A pressure of 1 GPa, about ten thousand atmospheres, shrinks a crystal with a bulk modulus of 100 GPa by roughly one per cent. The common metals and semiconductors below range from about three quarters of that modulus to about four times as much. Each computed modulus belongs to the volume at which the calculated energy is lowest, which may differ from the volume of the given cell.

SIESTA 5.4.2, PBE with a DZP basis (energy shift 0.002 Ry) and Fermi-Dirac smearing of 0.05 eV, for bulk crystals; only Ni is spin-polarized. Each computed bulk modulus comes from an equation-of-state fit to the energies at seven volumes, from 6% below to 6% above that of the given cell.

```
formula  space group  volume of the given cell (Å³/atom)                         potentials or basis    k-mesh  computed bulk modulus (GPa)  measured bulk modulus (GPa)                                                                                                              what was measured, and how                         source  computed over measured, less one (%)
     Al        Fm-3m                               16.60  PseudoDojo 0.4 standard, converted to PSML  11x11x11                         83.2                         76.9                                                                                       bulk modulus; literature experiment; bulk crystal             pmc:3831299 (2013)                                   8.2
    GaP        F-43m                               20.24                  PseudoDojo 0.4 standard NC     8x8x8                         74.9                         87.5  zero-pressure bulk modulus, 3rd-order Birch-Murnaghan fit with K' fixed at 4.5; single-crystal XRD in diamond anvil cell; bulk crystal        arXiv:1709.06667 (2017)                                 -14.4
     Cu        Fm-3m                               11.81                  PseudoDojo 0.4 standard NC  13x13x13                        143.3                          139                                  from linear fit of volume against pressure, 5 to 33 MPa; synchrotron powder XRD under pressure; powder            pmc:10161880 (2023)                                   3.1
    BAs        F-43m                               13.63                  PseudoDojo 0.4 standard NC  10x10x10                        112.8                          148                                                                                 literature experimental value; not stated; bulk crystal        arXiv:1911.11281 (2019)                                 -23.8
     Ni        Fm-3m                               10.49                  PseudoDojo 0.4 standard NC  13x13x13                        232.6                          180                                                                               measured bulk modulus of fcc Ni; not stated; bulk crystal  arXiv:cond-mat/0202277 (2002)                                  29.2
    SiC        F-43m                               10.35                  PseudoDojo 0.4 standard NC  10x10x10                        213.6                          225                                                                                 bulk modulus B; quoted earlier experiment; bulk crystal             pmc:9505936 (2022)                                  -5.1
     Rh        Fm-3m                               13.67                  PseudoDojo 0.4 standard NC  12x12x12                        239.7                          264                                                                                            K0 from ultrasound; ultrasound; bulk crystal            pmc:11535440 (2024)                                  -9.2
     BN        F-43m                                5.96                  PseudoDojo 0.4 standard NC  13x13x13                        374.8                          395                                                                   isothermal B0, Vinet fit; equation-of-state measurement; bulk crystal         arXiv:1208.3664 (2012)                                  -5.1
      C        Fd-3m                                5.67  PseudoDojo 0.4 standard, converted to PSML  13x13x13                        422.2                          442                                                                                B0 from ultrasound; ultrasonic measurement; bulk crystal  arXiv:cond-mat/0702656 (2007)                                  -4.5
```

Why is diamond the stiffest crystal here and GaP the softest? Let E be the energy per atom and V the volume per atom. The bulk modulus B measures how sharply the energy curve bends at its minimum:

B = V d²E/dV²

If the curves of related crystals have the same shape once energy is scaled by bond energy and volume by equilibrium volume, B is proportional to bond energy divided by volume. Long bonds lose twice, because the energy is spread over more space and each bond is also weaker. A power law fitted to the five crystals with four neighbours per atom gives B falling as V to the power −1.3, somewhat steeper than volume alone would require. Its worst row is SiC, which it makes about 13% too soft.

What changes if the atoms keep their volume but the kind of bonding changes? Rh and BAs both take up about 14 Å³ per atom in the calculation, yet Rh comes out about twice as stiff. Standard bonding theory offers a reason, though these calculations do not test it. BAs has on average four valence electrons per atom. Rh has nine, most of them in a partly filled d shell whose occupied states are more bonding than antibonding. In Cu the d shell is full and most of that gain cancels, and Al has no d electrons to contribute. Both lie below the power law of the tetrahedral crystals, so being a metal is not enough to be stiff.

Does the kind of bonding also decide the error against experiment? It seems to at first, because all five tetrahedral crystals are too soft, by 11% on average, while Al and Cu are slightly too stiff. Rh breaks the pattern: it is a metal and still 9% too soft. What it shares with GaP and BAs, the two semiconductors with the largest errors, is a calculated volume well above that of the given cell.

How much stiffness does such an expansion cost? Let B′ be the rate at which the modulus rises with pressure. Expanding a crystal by one per cent lowers the pressure by B/100, and therefore lowers the modulus by about B′ per cent. Leaving out Ni, whose energy curve is noisy, the mean B′ of these calculations is 4.5. GaP expands by 4.4%, and at the volume of its given cell its modulus is 6% above the measured one:

softening: 4.5 × 4.4% ≈ 20%
computed over measured: 1.06 × 0.80 ≈ 0.85

The estimate is a modulus 15% too low, and the table has 14.4%. Since GaP's own pressures went into it, this traces the error to its source and does not predict it.

What would happen if every crystal were held at the volume of its given cell? Measured volumes are not part of this data set, but judging by remembered lattice constants the given volumes lie close to them for all rows but Ni. The modulus there follows from the pressures calculated two per cent to either side. The average error of these eight crystals changes from 6% too soft to 5% too stiff, and its scatter shrinks from 10 to 4 percentage points. That a crystal softens as it expands is normal for nearly all solids. The informative result is that all eight moduli lie within 10% of experiment once the volume is right, although Cu agrees less well than before. Heat and zero-point motion do not readily explain the remaining excess: they soften a crystal mainly by expanding it, and volumes close to the measured ones already include that expansion.

A straight line of error against expansion, fitted to the same eight rows, tells the same story: each extra per cent of volume costs about 4.6% of the measured modulus. It leaves a typical miss of 3 percentage points, whereas separate averages for metals and tetrahedral crystals leave more than 7. The line does worst for BN, which is softer than its small expansion suggests. By the same remembered lattice constants, the given cell of BN is already slightly larger than the real crystal, which would hide part of its expansion. The printed output after this text lists both fits and the moduli at the given volumes.

Would a larger basis set remove the error? PBE itself tends to make such solids too large, so some expansion would remain. Yet diamond expands here by 2.4%, while well-converged PBE calculations give, as a rough recalled figure, less than one per cent. The small set of atomic orbitals (double-zeta plus polarization, DZP) is therefore a likely contributor, and a larger one should let the crystal shrink and stiffen. This is an inference from the volumes, which a repeat with more orbitals could test.

Is PBE to blame for Ni, which comes out 29% too stiff? The calculation is not smooth enough to tell. Across the energy minimum the pressures imply a modulus of about 270 GPa, and in the next interval of volume only about 160 GPa. On a smooth curve, a volume step of two per cent should change the modulus by about a tenth. The magnetic moment varies evenly over the whole range, which points to numerical noise and not to a switch of magnetic state. Cu shares Ni's short basis over the semicore shell and also has uneven pressures, so its agreement to 3% is weak evidence of accuracy.

Which digits can be trusted, then? The modulus at the minimum can be obtained from the energies, as in the table, or from the pressures of the same calculations. The two routes agree within about 5% for seven of the nine crystals, so two figures are the most that should be read. They differ by 13% for BAs and 14% for Ni. BAs has only one calculated volume beyond its minimum, which makes the bend of the curve harder to fix. That cannot be the whole reason, since the same holds for GaP, whose two values agree. The pressures of BAs are also uneven: they fall more steeply in the last interval of volume than in the one before, where a smooth curve would flatten. Neither value is therefore firm. With the modulus from the pressures, its error would be about −14% and not −24%, and the line of error against expansion would be less steep.

This gives an order in which to examine a suspicious bulk modulus. First compare the value from the energies with the value from the pressures, and if they differ by more than about 5%, improve the curve before interpreting it. Then compare the calculated volume with the measured one, and allow about B′ per cent of stiffness for each per cent of expansion. Use the crystal's own B′, which here, Ni aside, lies between about 3 and 6. Only what remains after both steps, and exceeds the uncertainty of the measurement, is worth discussing as an error in how the method describes stiffness itself.

Printed output of the fit:

```
fit of log(y) on 5 rows (tet): constant 8.375 +/- 0.22, coefficient of log(v0) -1.332 +/- 0.094; rms 0.0817, worst SiC -0.14, leave-one-out rms 0.112
  rows outside the fit (model, value, miss): Al 4.638, 4.421, 0.216; Cu 5.078, 4.965, 0.113; Ni 5.202, 5.449, -0.248; Rh 4.841, 5.479, -0.638
fit of err on 8 rows (ok): constant 5.153 +/- 2.2, coefficient of ex -4.575 +/- 0.69; rms 3.2, worst BN 6.32, leave-one-out rms 4.4
  rows outside the fit (model, value, miss): Ni -9.688, 29.2, -38.9
Volume and modulus:
  row  'own volume (A^3/atom)'  'expansion (%)'  'B at listed volume (GPa)'  'error at listed volume (%)'  'B from pressures at minimum (GPa)'  'pressure B over fitted B less one (%)'  'B from tetrahedral power law (GPa)'
   Al                    16.54          -0.3584                       82.31                         7.037                                82.55                                  -0.7813                                 103.3
  GaP                    21.14            4.449                       92.97                         6.252                                 75.1                                   0.2708                                  74.5
   Cu                    11.88            0.597                         152                         9.386                                138.8                                   -3.144                                 160.5
  BAs                    14.37            5.424                       151.6                         2.412                                  127                                    12.57                                 124.6
   Ni                    10.83            3.244                       227.9                         26.63                                265.6                                    14.18                                 181.6
  SiC                    10.65            2.926                       235.7                         4.736                                218.3                                    2.211                                 185.6
   Rh                    14.19            3.839                       284.2                         7.636                                252.3                                    5.256                                 126.6
   BN                    6.011           0.8591                       383.6                        -2.892                                379.8                                     1.34                                 397.8
    C                    5.805            2.381                       458.9                         3.827                                422.3                                  0.01233                                 416.7
largest over smallest computed modulus (C over GaP): 5.637
computed modulus of Rh over that of BAs: 2.125
mean error of the tetrahedral crystals (%): -10.58
mean error of the metals without Ni (%): 0.7
rms error left after the two class means without Ni (%): 7.47
mean error at own minimum without Ni (%): -6.35
standard deviation of the error at own minimum without Ni (%): 9.892
mean error at listed volume without Ni (%): 4.799
standard deviation of the error at listed volume without Ni (%): 3.817
mean fitted pressure derivative without Ni: 4.522
Ni modulus from the pressure interval at the minimum (GPa): 268.2
Ni modulus from the next larger interval (GPa): 163.2
```
